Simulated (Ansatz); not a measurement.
The system is Nb.

```
Nb
1.0
    -1.66395    1.66395    1.66395
     1.66395   -1.66395    1.66395
     1.66395    1.66395   -1.66395
Nb
1
Direct
  0.00000 0.00000 0.00000
```

Program: Ansatz 0.2.0. Alike in all runs: task projected density of states; potentials or basis Ansatz PAW; no spin polarisation; cell as given; k mesh 6 × 6 × 6; smearing fermi-dirac 0.05 eV; the mesh is coarse, so values aren't converged. Hardware: 2 threads of Arm Neoverse N1, with other jobs on the host.

Order these runs on this cell by their wall time, lowest first.
A. level r2SCAN0; cutoff (eV) 500
B. level r2SCAN; cutoff (eV) 500
C. level LDA; cutoff (eV) 420

C (0.82 s), B (1.7 s), A (12 s).

Caveats: all runs use coarse meshes.
